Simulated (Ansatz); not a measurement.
# PtS2: the cost of one run

Program: Ansatz 0.2.0. Level of theory: DFT PBE+D3(BJ), scalar-relativistic, plane waves, PAW. These are calculated values, not measurements.

The COD entry's cell or inner coordinates are ideal or old and differ from later refinements, so a difference from it is no clean test against experiment.

### Step 1. The system as given

Symmetry: P-3m1, No. 164, trigonal system. Conventional cell: a = 3.543 Å, b = 3.543 Å, c = 5.039 Å, α = 90.00°, β = 90.00°, γ = 120.00°. Pt (site symmetry -3m) is surrounded by 6 S at 2.40 Å. S (site symmetry 3m) has 3 Pt at 2.40 Å as nearest neighbours.

Coordinates:

```cif
data_structure
_symmetry_space_group_name_H-M 'P-3m1'
_symmetry_Int_Tables_number 164
_cell_length_a 3.5432
_cell_length_b 3.5432
_cell_length_c 5.0388
_cell_angle_alpha 90.000
_cell_angle_beta 90.000
_cell_angle_gamma 120.000
_cell_volume 54.78
loop_
_atom_site_label
_atom_site_type_symbol
_atom_site_symmetry_multiplicity
_atom_site_Wyckoff_symbol
_atom_site_fract_x
_atom_site_fract_y
_atom_site_fract_z
_atom_site_occupancy
Pt1 Pt 1 a 0.00000 0.00000 0.00000 1
S1 S 2 d 0.33333 0.66667 0.25000 1
```

The structure comes from the Crystallography Open Database.

(A quick probe on a coarse mesh, which set the mesh and smearing, is not shown.)

### Step 3. The relaxation

File input.yaml:

```yaml
crystal:
  lattice:
    - [3.5431994758, 0.0, 0.0]
    - [-1.7715997379, 3.0685007567, 0.0]
    - [0.0, 0.0, 5.0388]
  atoms:
    - { symbol: Pt, position: [0.0, 0.0, 0.0] }
    - { symbol: S, position: [0.3333333333, 0.6666666667, 0.25] }
    - { symbol: S, position: [0.6666666667, 0.3333333333, 0.75] }
basis:
  ecutwfc: 420
kpoints:
  mp_grid: { grid: [12, 12, 8] }
hamiltonian:
  xc: pbe
  dispersion: d3bj
scf:
  occupations: { method: gaussian, width: 0.02 }
output:
  forces: true
  stress: true
  eigenvalues: true
relax:
  adjacent_minimum: "off"
  f_tol: 0.005
  max_steps: 80
  cell: { stress_tol: 0.05 }
```

On the command line:

```console
$ ansatz run input.yaml --threads 4 --pin off --max-ram 2560MiB --backend cpu --events-out ev --progress --plain --runs-dir out
```

**Question.** How long does this run take on 4 threads of Intel Xeon at 2.30GHz, shared host, and how much memory does it need?

About 12 s, with a peak of 0.53 GiB.
